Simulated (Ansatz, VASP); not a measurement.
Two plane-wave programs on HgTe

```
CELL_PARAMETERS angstrom
0.00000 2.92150 3.00915
2.92150 0.00000 3.00915
2.92150 2.92150 0.00000
ATOMIC_POSITIONS crystal
Hg 0.00000 0.00000 0.00000
Te 0.50000 0.50000 0.50000
```

Change from the starting cell: zz strain of +3 %, PAW files.

Alike in both runs: task electric field gradients; functional LDA; k mesh 10 × 10 × 10; occupations fermi-dirac, width 0.08 eV; no spin polarisation.

|  | VASP | Ansatz |
| --- | --- | --- |
| version | VASP 6.6.1 | Ansatz 0.2.0 |
| potentials or method | VASP PAW LDA potentials, release 64 (Hg, Te) | PAW with Ansatz's default frozen-core files, scalar-relativistic |
| plane-wave cutoff (eV) | 520 | 420 |
| valence electrons in the cell | 18 | 36 |

VASP gave:

| Property | Result |
| --- | --- |
| pressure (GPa) | 2.1 |
| largest component of the traceless stress (GPa) | 2.01 |
| Vzz of the field gradient on the site that differs most (V/Å²) | 55.6 |

Which values does Ansatz return?

Pressure (GPa): 1.6; largest component of the traceless stress (GPa): 1.93; Vzz of the field gradient on the site that differs most (V/Å²): 37.6.

The two sets of potentials don't hold the same shells in valence. Ansatz warned: «gradients_without_spin_orbit».

The runs have no spin-orbit coupling, so splittings on Hg, Te are missing.
